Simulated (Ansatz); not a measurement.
Crystal: InAs.

```
CELL_PARAMETERS angstrom
0.00000 3.01800 3.01800
3.01800 0.00000 3.01800
3.01800 3.01800 0.00000
ATOMIC_POSITIONS crystal
In 0.00000 0.00000 0.00000
As 0.75000 0.75000 0.75000
```

* Program: Ansatz 0.2.0
* Task: relaxation of cell and atoms
* Functional: PBE0
* Potentials or basis: Ansatz PAW
* Cutoff: 420 eV (not typed: the program's choice for these potentials)
* k mesh: 4 × 4 × 4
* Occupations: fermi-dirac, width 0.05 eV
* Spin: no spin polarisation

At the start: volume 27.49 Å³/atom.

Problem. How do energy, volume and symmetry change on relaxing?

Solution. It ends after 5 steps and the volume is 28.46 Å³/atom (+3.5 %); space group F-43m (No. 216, to 0.05 Å).

The path:
| step | energy change (eV) | largest force (eV/Å) | volume (Å³) |
| --- | --- | --- | --- |
| 1 | 0.0000 | 0.0000 | 54.98 |
| 2 | -0.0100 | 0.0000 | 57.80 |
| 3 | -0.0126 | 0.0000 | 56.97 |
| 4 | -0.0127 | 0.0000 | 56.91 |
| 5 | -0.0130 | 0.0000 | 56.91 |

Final structure:
```xyz
2
Lattice="0.0000 3.0530 3.0530 3.0530 0.0000 3.0530 3.0530 3.0530 0.0000" Properties=species:S:1:pos:R:3 pbc="T T T"
In    0.0000    0.0000    0.0000
As    4.5795    4.5795    4.5795
```

Caveat: the k mesh is coarse (spacing up to 0.45 Å⁻¹), so the values aren't converged, least of all with exact exchange; the plane-wave basis is chosen anew once the cell has moved, so the energies of steps on either side of that aren't comparable; the PAW data sets come from PBE, with cores solved anew for the run's functional, which leaves a small shift of forces and pressure.
